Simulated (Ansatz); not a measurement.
# What DFT gives for Re

```
CELL_PARAMETERS angstrom
0.00000 1.96888 1.96888
1.96888 0.00000 1.96888
1.96888 1.96888 0.00000
ATOMIC_POSITIONS crystal
Re 0.00000 0.00000 0.00000
```

The numbers come from plane-wave PAW DFT (Ansatz): r2SCAN, no spin polarisation, 500 eV, 11×11×11 Γ-centred k points, tetrahedron occupations. Nothing was relaxed.

(1) What do density and ELF say about some of the short contacts?

(2) What does the stress say?

(3) Metal or insulator?

Origin: a known structure type with other elements, at an estimated volume, so it need not be a known compound. Caveats: empty levels are not fully converged; forces and stress under tetrahedra may miss the slope of the energy.

## Answers

(1) Re–Re at 2.78 Å: least valence density 0.41 e/Å³ and ELF 0.40 there. These are pseudo-fields; inside the PAW spheres they differ from the all-electron ones.

(2) The pressure is -12.1 GPa (compression positive), so with the atoms held at these fractions the cell would first shrink.

(3) It is a metal, with about 0.76 states/eV a cell as the mean within 0.25 eV of the Fermi level, mostly Re d (93 %).
